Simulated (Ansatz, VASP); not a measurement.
# SrO: VASP beside Ansatz

The input INCAR:

```
SYSTEM = SrO
PREC = Accurate ; ENCUT = 520
EDIFF = 1E-6 ; ISMEAR = 0
SIGMA = 0.05 ; LREAL = .False.
LASPH = .True. ; NELM = 80
ALGO = Normal ; ISIF = 2
LWAVE = .False. ; LCHARG = .True.
GGA = PE ; LELF = .True.
LVHAR = .True. ; NBANDS = 15
```

The input KPOINTS:

```
Automatic mesh
0
Gamma
  8 8 8
  0 0 0
```

Contents of POSCAR:

```
SrO
1.0
    0.0000000000      2.8051830992      2.8051830992
    2.8051830992      0.0000000000      2.8051830992
    2.8051830992      2.8051830992      0.0000000000
Sr O
1 1
Direct
    0.0000000000      0.0000000000      0.0000000000
    0.5000000000      0.5000000000      0.5000000000
```

Input for Ansatz:

```yaml
crystal:
  lattice:
    - [0.0, 2.8051830992, 2.8051830992]
    - [2.8051830992, 0.0, 2.8051830992]
    - [2.8051830992, 2.8051830992, 0.0]
  atoms:
    - { symbol: Sr, position: [0.0, 0.0, 0.0] }
    - { symbol: O, position: [0.5, 0.5, 0.5] }
basis:
  ecutwfc: 420
kpoints:
  mp_grid: { grid: [8, 8, 8] }
hamiltonian:
  xc: pbe
scf:
  occupations: { method: gaussian, width: 0.05 }
output:
  forces: true
  stress: true
  eigenvalues: true
```

Change from the starting cell: strain +0.080 along x and y, +0.080 along z, atoms carried along.

Alike in both runs: task single point; functional PBE; k mesh 8 × 8 × 8; occupations gaussian, width 0.05 eV; no spin polarisation.

```csv
,VASP,Ansatz
version,VASP 6.6.1,Ansatz 0.2.0
potentials or method,"VASP PAW PBE potentials, release 64 (Sr_sv, O)","scalar-relativistic, plane waves, PAW"
plane-wave cutoff (eV),520,420
valence electrons in the cell,16,16
```

|  | VASP | Ansatz | Ansatz less VASP |
| --- | --- | --- | --- |
| gap on the k mesh at the Fermi level (eV) | 2.39 | 2.40 | +0.011 |
| least direct gap on the mesh (eV) | 2.39 | 2.40 | +0.011 |
| pressure (GPa) | -11.5 | -11.7 | -0.20 |

The functional is the same, so the differences come from potentials, cutoffs and numerics.
